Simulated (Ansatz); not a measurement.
**Ni$_{2}$Ge: course of a relaxation**

Computed with Ansatz 0.2.0, DFT r2SCAN, scalar-relativistic, plane waves, PAW. (500 eV cutoff, 12×12×8 k-mesh, Gaussian smearing of 0.10 eV, no spin polarisation)

What was changed: relaxed at 8 GPa.

Other phases may be more stable at this pressure.

Command:

```bash
ansatz run input.yaml --threads 1 --pin off --max-ram 2560MiB --backend cpu --events-out ev --progress --plain --runs-dir out
```

Input:

```yaml
crystal:
  lattice:
    - [3.9300147111, 0.0, 0.0]
    - [-1.9650073555, 3.4034925771, 0.0]
    - [0.0, 0.0, 4.9681287664]
  atoms:
    - { symbol: Ni, position: [0.6666666667, 0.3333333333, 0.25] }
    - { symbol: Ni, position: [0.3333333333, 0.6666666667, 0.75] }
    - { symbol: Ni, position: [0.0, 0.0, 0.0] }
    - { symbol: Ni, position: [0.0, 0.0, 0.5] }
    - { symbol: Ge, position: [0.6666666667, 0.3333333333, 0.75] }
    - { symbol: Ge, position: [0.3333333333, 0.6666666667, 0.25] }
basis:
  ecutwfc: 500
kpoints:
  mp_grid: { grid: [12, 12, 8] }
hamiltonian:
  xc: r2scan
scf:
  occupations: { method: gaussian, width: 0.1 }
output:
  forces: true
  stress: true
  eigenvalues: true
relax:
  adjacent_minimum: "off"
  f_tol: 0.008
  max_steps: 50
  cell: { stress_tol: 0.08, p_target: 8.0 }
```

F is the free energy. Steps run on the plane waves of an earlier cell, but the last one, and at times one on the way, on a freshly chosen basis, so a repeated geometry can differ a little in energy. The relaxation lowers the enthalpy F + PV at the target pressure, so F itself can rise.

Steps:

```json
{"step": "1", "F − F(1) (eV)": "0.0000", "largest force component (eV/Å)": "0.000", "V (Å³/atom)": "11.075", "P (GPa)": "8.28"}
{"step": "2", "F − F(1) (eV)": "-0.0022", "largest force component (eV/Å)": "0.000", "V (Å³/atom)": "11.082", "P (GPa)": "8.11"}
{"step": "3", "F − F(1) (eV)": "-0.0029", "largest force component (eV/Å)": "0.000", "V (Å³/atom)": "11.084", "P (GPa)": "8.02"}
{"step": "4", "F − F(1) (eV)": "-0.0030", "largest force component (eV/Å)": "0.000", "V (Å³/atom)": "11.084", "P (GPa)": "8.02"}
```

Relaxed structure:

```yaml
crystal:
  lattice:
    - [3.93557, 0.00000, 0.00000]
    - [-1.96778, 3.40830, 0.00000]
    - [0.00000, 0.00000, 4.95782]
  atoms:
    - { symbol: Ni, position: [0.66667, 0.33333, 0.25000] }
    - { symbol: Ni, position: [0.33333, 0.66667, 0.75000] }
    - { symbol: Ni, position: [0.00000, 0.00000, 0.00000] }
    - { symbol: Ni, position: [0.00000, 0.00000, 0.50000] }
    - { symbol: Ge, position: [0.66667, 0.33333, 0.75000] }
    - { symbol: Ge, position: [0.33333, 0.66667, 0.25000] }
```

The structure is hexagonal, space group P6_3/mmc (No. 194). Conventional cell: a = 3.936 Å, b = 3.936 Å, c = 4.958 Å, α = 90.00°, β = 90.00°, γ = 120.00°. Ni (site symmetry -6m2) has 5 Ge at 2.27 to 2.48 Å and 6 Ni at 2.59 Å as nearest neighbours. Ni (site symmetry -3m) is surrounded by 8 Ni at 2.48 to 2.59 Å and 6 Ge at 2.59 Å. Ge (site symmetry -6m2) has 11 Ni at 2.27 to 2.59 Å as nearest neighbours.

The run converged. Time: 5 min on 1 thread of Intel(R) Xeon(R) Processor @ 2.50GHz (Skylake/Cascade Lake) (shared host), peak memory 0.8 GiB.